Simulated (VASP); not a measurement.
# KCl (P1) in VASP: density of states with PBE

Aim: the density of states of KCl with PBE.

Program: VASP 6.6.1. These are calculated values, not measurements. Logs are shortened: lines on timing, memory, paths and dates and some standing lists are left out, and cuts for length are marked.

## Step 1: The structure

The typed cell holds 4 atoms: a = 4.635 Å, b = 4.633 Å, c = 6.553 Å, α = 89.92°, β = 89.73°, γ = 89.80°.

The cell was built by a generator and needn't be a form met in nature.

## Step 2: Density of states, PBE

POSCAR

```
KCl
1.0
   -3.2720964300      0.0108761500      3.2832978300
    3.2700864000      0.0031831200      3.2812878100
   -0.0076930300      6.5530004800      0.0140592700
K Cl
2 2
Direct
    0.9932160000      0.0284720000      0.9957790000
    0.4752530000      0.4416900000      0.5071400000
    0.0519950000      0.0443550000      0.4965930000
    0.4569820000      0.5441850000      0.9898430000
```

INCAR.step1

```
PREC     = Accurate       # precision mode
ENCUT    = 520            # plane-wave cutoff, eV
EDIFF    = 1E-7           # SCF threshold, eV
ISMEAR   = 1              # smearing method
SIGMA    = 0.282          # smearing width, eV
LREAL    = False          # projectors in reciprocal space
LASPH    = True           # aspherical terms in the spheres
NELM     = 100            # most SCF steps
ALGO     = Normal         # electronic algorithm
ISIF     = 2              # what is computed and relaxed
LWAVE    = False          # write WAVECAR
LCHARG   = True           # write CHGCAR
GGA      = PE             # functional
NBANDS   = 24             # bands
```

KPOINTS.step1

```
Automatic mesh
0
Gamma
  4 4 3
  0.5 0.5 0.5
```

INCAR.step2

```
PREC     = Accurate       # precision mode
ENCUT    = 520            # plane-wave cutoff, eV
EDIFF    = 1E-7           # SCF threshold, eV
ISMEAR   = -5             # smearing method
SIGMA    = 0.282          # smearing width, eV
LREAL    = False          # projectors in reciprocal space
LASPH    = True           # aspherical terms in the spheres
NELM     = 100            # most SCF steps
ALGO     = Normal         # electronic algorithm
ISIF     = 2              # what is computed and relaxed
LWAVE    = False          # write WAVECAR
LCHARG   = False          # write CHGCAR
GGA      = PE             # functional
LORBIT   = 11             # projections on sites
NBANDS   = 24             # bands
NEDOS    = 2001           # points of the DOS
ICHARG   = 11             # starting density
```

KPOINTS.step2

```
Automatic mesh
0
Gamma
  6 6 5
```

Potentials or basis: VASP PAW PBE potentials, release 64 (K_sv, Cl).

Started as:

```console
$ cat potpaw_PBE.64/K_sv/POTCAR potpaw_PBE.64/Cl/POTCAR > POTCAR
$ cp INCAR.step1 INCAR
$ cp KPOINTS.step1 KPOINTS
$ mpirun -np 1 vasp_std > vasp.out
$ cp INCAR.step2 INCAR
$ cp KPOINTS.step2 KPOINTS
$ mpirun -np 1 vasp_std > vasp.out
```

OUTCAR:

```text
PREC = Accurate
   ENCUT = 520
   EDIFF = 1E-7
   ISMEAR = -5
   LREAL = False
   LASPH = True
   NELM = 100
   ISIF = 2
   GGA = PE
   LORBIT = 11
   ICHARG = 11

 ion  position               nearest neighbor table
   1  0.993  0.028  0.996-   4 3.10   4 3.22
   2  0.475  0.442  0.507-   3 2.70   4 3.20
   3  0.052  0.044  0.497-   2 2.70
   4  0.457  0.544  0.990-   1 3.10   2 3.20   1 3.22

  LATTYP: Found a triclinic cell.
 ALAT       =     6.5646010030
 B/A-ratio  =     0.7061180503
 C/A-ratio  =     1.7275841888
 COS(alpha) =     0.0000813960
 COS(beta)  =     0.5760102647
 COS(gamma) =     0.7085315593

  Lattice vectors:

 A1 = (  -0.0020100300,   0.0140592700,   6.5645856400)
 A2 = (  -3.2720964300,   0.0108761500,   3.2832978300)
 A3 = (   6.5478658300,  -6.5466342400,   6.5485163500)

Analysis of symmetry for initial positions (statically):
=====================================================================
 Subroutine PRICEL returns:
 Original cell was already a primitive cell.

 Routine SETGRP: Setting up the symmetry group for a
 triclinic supercell.

 Subroutine GETGRP returns: Found  1 space group operations
 (whereof  1 operations were pure point group operations)
 out of a pool of  2 trial point group operations.

The static configuration has the point symmetry C_1 .

Analysis of symmetry for dynamics (positions and initial velocities):
=====================================================================
 Subroutine PRICEL returns:
 Original cell was already a primitive cell.

 Routine SETGRP: Setting up the symmetry group for a
 triclinic supercell.

 Subroutine GETGRP returns: Found  1 space group operations
 (whereof  1 operations were pure point group operations)
 out of a pool of  2 trial point group operations.

The dynamic configuration has the point symmetry C_1 .

 Subroutine INISYM returns: Found  1 space group operations
 (whereof  1 operations are pure point group operations),
 and found     1 'primitive' translations

----------------------------------------------------------------------------------------

                                     Primitive cell

  volume of cell :     140.7141

  direct lattice vectors                    reciprocal lattice vectors
    -3.272096430  0.010876150  3.283297830    -0.152807988 -0.000506119  0.152286835
     3.270086400  0.003183120  3.281287810     0.152900825 -0.000147425  0.152379672
    -0.007693030  6.553000480  0.014059270     0.000179347  0.152602762 -0.000326772

  length of vectors
     4.635383261  4.632528995  6.553020078     0.215735526  0.215866275  0.152603217

  position of ions in fractional coordinates (direct lattice)
     0.993216000  0.028472000  0.995779000
     0.475253000  0.441690000  0.507140000
     0.051995000  0.044355000  0.496593000
     0.456982000  0.544185000  0.989843000

  ion indices of the primitive-cell ions
   primitive index   ion index
                 1           1
                 2           2
                 3           3
                 4           4

----------------------------------------------------------------------------------------

 KPOINTS: Automatic mesh

Automatic generation of k-mesh.
 Grid dimensions read from file:
 generate k-points for:    6    6    5

 Generating k-lattice:

  Cartesian coordinates                     Fractional coordinates (reciprocal lattice)
    -0.025467998 -0.000084353  0.025381139     0.166666667  0.000000000  0.000000000
     0.025483471 -0.000024571  0.025396612     0.000000000  0.166666667  0.000000000
     0.000035869  0.030520552 -0.000065354     0.000000000  0.000000000  0.200000000

  Length of vectors
     0.035955921  0.035977712  0.030520643

  Shift w.r.t. Gamma in fractional coordinates (k-lattice)
     0.000000000  0.000000000  0.000000000

 TETIRR: Found    540 inequivalent tetrahedra from     1080

 Subroutine IBZKPT returns following result:
 ===========================================

 Found     92 irreducible k-points:

 Following reciprocal coordinates:
            Coordinates               Weight
  0.000000  0.000000  0.000000      1.000000
  0.166667  0.000000 -0.000000      2.000000
  0.333333 -0.000000 -0.000000      2.000000
  0.500000 -0.000000 -0.000000      1.000000
  0.000000  0.166667 -0.000000      2.000000
  0.166667  0.166667 -0.000000      2.000000
[... 16 lines left out ...]
  0.333333 -0.000000  0.200000      2.000000
  0.500000 -0.000000  0.200000      2.000000
 [... further k-points ...]
   k-points           NKPTS =     92   k-points in BZ     NKDIM =     92   number of bands    NBANDS=     24
   number of dos      NEDOS =   2001   number of ions     NIONS =      4
   total plane-waves  NPLWV =  64800
   dimension x,y,z NGX =    36 NGY =   36 NGZ =   50
   dimension x,y,z NGXF=    72 NGYF=   72 NGZF=  100
   ions per type =               2   2
   NGX,Y,Z   is equivalent  to a cutoff of  12.91, 12.92, 12.68 a.u.
   NGXF,Y,Z  is equivalent  to a cutoff of  25.82, 25.84, 25.37 a.u.
 SYSTEM =  unknown system
   PREC   = accura    normal or accurate (medium, high low for compatibility)
   ISTART =      0    job   : 0-new  1-cont  2-samecut
   ICHARG =     11    charge: 1-file 2-atom 10-const
   ISPIN  =      1    spin polarized calculation?
   LNONCOLLINEAR =      F non collinear calculations
   LSORBIT =      F    spin-orbit coupling
   LASPH  =      T    aspherical Exc in radial PAW
   ENCUT  =  520.0 eV  38.22 Ry    6.18 a.u.   8.62  8.61 12.18*2*pi/ulx,y,z
   NELM   =    100;   NELMIN=  2; NELMDL=  0     # of ELM steps
   EDIFF  = 0.1E-06   stopping-criterion for ELM
   LREAL  =      F    real-space projection
   EDIFFG = 0.1E-05   stopping-criterion for IOM
   NSW    =      0    number of steps for IOM
   IBRION =     -1    ionic relax: 0-MD 1-quasi-New 2-CG
   NFREE  =      0    steps in history (QN), initial steepest desc. (CG)
   ISIF   =      2    stress and relaxation
   ISYM   =      2    0-nonsym 1-usesym 2-fastsym
   POTIM  = 0.5000    time-step for ionic-motion
   TEBEG  =    0.0;   TEEND  =   0.0 temperature during run
   PSTRESS=    0.0 pullay stress
   NELECT =      32.0000    total number of electrons
   NUPDOWN=      -1.0000    fix difference up-down
   EMIN   =  10.00;   EMAX   =-10.00  energy-range for DOS
   EFERMI =   0.00;   METHOD = LEGACY
   ISMEAR =    -5;   SIGMA  =   0.28  broadening in eV -4-tet -1-fermi 0-gaus
   EFERMI_NEDOS =   21; number of points for ismear=-14 and -15
   IALGO  =     38    algorithm
   IMIX   =      4    mixing-type and parameters
     AMIX     =   0.40;   BMIX     =  1.00
     AMIX_MAG =   1.60;   BMIX_MAG =  1.00
  volume/ion in A,a.u.               =      35.18       237.40
  Fermi-wavevector in a.u.,A,eV,Ry     =   0.999261  1.888330 13.585726  0.998523
  Thomas-Fermi vector in A             =   2.131539
   LORBIT       =     11    0 simple, 1 ext, 2 COOP (PROOUT), +10 PAW based schemes
   GGA     = PE    functional components
   LHFCALC =     F    Hartree Fock is set to
   AEXX    =    0.0000 exact exchange contribution
   IVDW    =     0    specifies the selected vdW correction
   LEPSILON=     F    determine dielectric tensor
   LRPA    =     F    only Hartree local field effects (RPA)
 non-spin polarized calculation
 Fermi weights with tetrahedron method with Bloechl corrections
  energy-cutoff  :      520.00
  volume of cell :      140.71
 maximum number of plane-waves:      3810
 NGX is ok and might be reduce to    36

 number of electron      32.0000002 magnetization

 Free energy of the ion-electron system (eV)
  ---------------------------------------------------
  ext. energy  EPLUGINS =         0.00000000
  ---------------------------------------------------
  free energy    TOTEN  =       -13.33618255 eV

  energy without entropy =      -13.33618255  energy(sigma->0) =      -13.33618255

 E-fermi :  -2.3114     XC(G=0):  -7.0287

 val. band max:       -2.3123071791   @ k =   0.0000   0.0000   0.0000
 cond. band min:       2.4984612969   @ k =   0.0000   0.0000   0.0000
 fundamental gap:      4.8107684760
 Fermi energy:        -2.3113986987

 k-point     1 :       0.0000    0.0000    0.0000
  band No.  band energies     occupation
      1     -29.8123      2.00000
      2     -29.6402      2.00000
      3     -14.4538      2.00000
      4     -14.2701      2.00000
      5     -13.3337      2.00000
      6     -13.2893      2.00000
[... 16 lines left out ...]
     23       6.8108      0.00000
     24       7.0148      0.00000

 k-point     2 :       0.1667    0.0000   -0.0000
  band No.  band energies     occupation
      1     -29.8118      2.00000
      2     -29.6396      2.00000
      3     -14.4835      2.00000
      4     -14.3042      2.00000
      5     -13.3296      2.00000
      6     -13.2880      2.00000
[... 16 lines left out ...]
     23       6.8307      0.00000
     24       7.0372      0.00000

 k-point     3 :       0.3333   -0.0000   -0.0000
  band No.  band energies     occupation
      1     -29.8108      2.00000
      2     -29.6385      2.00000
      3     -14.5397      2.00000
      4     -14.3664      2.00000
      5     -13.3205      2.00000
      6     -13.2825      2.00000
[... 16 lines left out ...]
     23       6.8848      0.00000
     24       7.0929      0.00000

 k-point     4 :       0.5000   -0.0000   -0.0000
  band No.  band energies     occupation
      1     -29.8103      2.00000
      2     -29.6379      2.00000
      3     -14.5665      2.00000
      4     -14.3951      2.00000
      5     -13.3156      2.00000
      6     -13.2797      2.00000
[... 16 lines left out ...]
     23       7.1700      0.00000
     24       7.5503      0.00000

 k-point     5 :       0.0000    0.1667   -0.0000
  band No.  band energies     occupation
      1     -29.8118      2.00000
      2     -29.6397      2.00000
      3     -14.4765      2.00000
      4     -14.3056      2.00000
      5     -13.3303      2.00000
      6     -13.2922      2.00000
[... 16 lines left out ...]
     23       6.8077      0.00000
     24       7.0183      0.00000

 k-point     6 :       0.1667    0.1667   -0.0000
  band No.  band energies     occupation
      1     -29.8113      2.00000
      2     -29.6391      2.00000
      3     -14.4988      2.00000
      4     -14.3178      2.00000
      5     -13.3264      2.00000
      6     -13.3043      2.00000
[... 16 lines left out ...]
     23       6.6766      0.00000
     24       7.0370      0.00000
[... 379 lines left out ...]
 k-point    21 :       0.0000   -0.0000    0.2000
  band No.  band energies     occupation
      1     -29.8122      2.00000
      2     -29.6402      2.00000
      3     -14.4715      2.00000
      4     -14.2916      2.00000
      5     -13.3133      2.00000
      6     -13.2881      2.00000
[... 16 lines left out ...]
     23       7.0631      0.00000
     24       7.0898      0.00000

 k-point    22 :       0.1667   -0.0000    0.2000
  band No.  band energies     occupation
      1     -29.8118      2.00000
      2     -29.6396      2.00000
      3     -14.5006      2.00000
      4     -14.3243      2.00000
      5     -13.3111      2.00000
      6     -13.2875      2.00000
[... 16 lines left out ...]
     23       7.1331      0.00000
     24       7.3274      0.00000

 k-point    23 :       0.3333   -0.0000    0.2000
  band No.  band energies     occupation
      1     -29.8108      2.00000
      2     -29.6385      2.00000
      3     -14.5559      2.00000
      4     -14.3842      2.00000
      5     -13.3042      2.00000
      6     -13.2822      2.00000
[... 16 lines left out ...]
     23       7.1861      0.00000
     24       7.3697      0.00000

 k-point    24 :       0.5000   -0.0000    0.2000
  band No.  band energies     occupation
      1     -29.8103      2.00000
      2     -29.6379      2.00000
      3     -14.5823      2.00000
      4     -14.4121      2.00000
      5     -13.3002      2.00000
      6     -13.2794      2.00000
[... 16 lines left out ...]
     23       7.3498      0.00000
     24       7.5996      0.00000

 [... further k-points ...]
[... 5 lines left out ...]
  --------------------------------------------------------------------------------------
  -------------------------------------------------------------------------------------
  Total       -0.5641373     -0.8083956      1.8422057      0.0438276      0.0721280     -0.1425438
  in kB       -6.4232947     -9.2044318     20.9754424      0.4990232      0.8212529     -1.6230107
  external PRESSURE =       1.7825720 kB  Pullay stress =       0.0000000 kB

 VOLUME and BASIS-vectors are now :
 -----------------------------------------------------------------------------
  energy-cutoff  :      520.00
  volume of cell :      140.71
      direct lattice vectors                 reciprocal lattice vectors
    -3.272096430  0.010876150  3.283297830    -0.152807988 -0.000506119  0.152286835
     3.270086400  0.003183120  3.281287810     0.152900825 -0.000147425  0.152379672
    -0.007693030  6.553000480  0.014059270     0.000179347  0.152602762 -0.000326772

 POSITION                                       TOTAL-FORCE (eV/Angst)
 -----------------------------------------------------------------------------------
     -3.16445      6.53623      3.36845         0.071192      0.021201     -0.053844
     -0.11461      3.32986      3.01684         0.079742     -0.057667      1.079894
     -0.02891      3.25488      0.32324         0.055266     -0.025722     -1.074299
      0.27663      6.49314      3.29995        -0.206200      0.062188      0.048249
 -----------------------------------------------------------------------------------
    total drift:                                0.001038     -0.000003      0.001465

  FREE ENERGIE OF THE ION-ELECTRON SYSTEM (eV)
  ---------------------------------------------------
  free  energy   TOTEN  =       -13.3361825547 eV

  energy  without entropy=      -13.3361825547  energy(sigma->0) =      -13.33618255

 total charge

# of ion       s       p       d       tot
------------------------------------------
    1        1.954   5.578   0.019   7.551
    2        1.958   5.583   0.030   7.572
    3        1.589   3.570   0.000   5.159
    4        1.588   3.558   0.000   5.146
--------------------------------------------------
tot          7.090  18.289   0.049  25.428
```

Wall time 5.5 min (1 thread of Intel Xeon Platinum 8175M at 2.50GHz (Skylake/Cascade Lake), shared host); peak memory 0.39 GiB.

What came out:

```yaml
Valence_electrons_inside_the_program's_atomic_spheres: K 7.55, 7.57; Cl 5.16, 5.15
```

States per cell in windows of 1 eV (zero at the valence-band top; states under -8 eV left out):
| from (eV) | total | Cl3_p | Cl4_p | K1_d | K2_d | K2_p | K1_p |
| --- | --- | --- | --- | --- | --- | --- | --- |
| -8.0 | 0.00 | 0.00 | 0.00 | 0.00 | 0.00 | 0.00 | 0.00 |
| -7.0 | 0.00 | 0.00 | 0.00 | 0.00 | 0.00 | 0.00 | 0.00 |
| -6.0 | 0.00 | 0.00 | 0.00 | 0.00 | 0.00 | 0.00 | 0.00 |
| -5.0 | 0.00 | 0.00 | 0.00 | 0.00 | 0.00 | 0.00 | 0.00 |
| -4.0 | 0.00 | 0.00 | 0.00 | 0.00 | 0.00 | 0.00 | 0.00 |
| -3.0 | 0.00 | 0.00 | 0.00 | 0.00 | 0.00 | 0.00 | 0.00 |
| -2.0 | 0.00 | 0.00 | 0.00 | 0.00 | 0.00 | 0.00 | 0.00 |
| -1.0 | 11.87 | 3.53 | 3.51 | 0.02 | 0.03 | 0.06 | 0.04 |
| 0.0 | 0.00 | 0.00 | 0.00 | 0.00 | 0.00 | 0.00 | 0.00 |
| 1.0 | 0.00 | 0.00 | 0.00 | 0.00 | 0.00 | 0.00 | 0.00 |
| 2.0 | 0.00 | 0.00 | 0.00 | 0.00 | 0.00 | 0.00 | 0.00 |
| 3.0 | 0.00 | 0.00 | 0.00 | 0.00 | 0.00 | 0.00 | 0.00 |
| 4.0 | 0.00 | 0.00 | 0.00 | 0.00 | 0.00 | 0.00 | 0.00 |
| 5.0 | 0.35 | 0.01 | 0.01 | 0.00 | 0.00 | 0.00 | 0.00 |
| 6.0 | 1.36 | 0.04 | 0.04 | 0.03 | 0.03 | 0.02 | 0.02 |
| 7.0 | 4.79 | 0.13 | 0.13 | 0.30 | 0.28 | 0.05 | 0.04 |
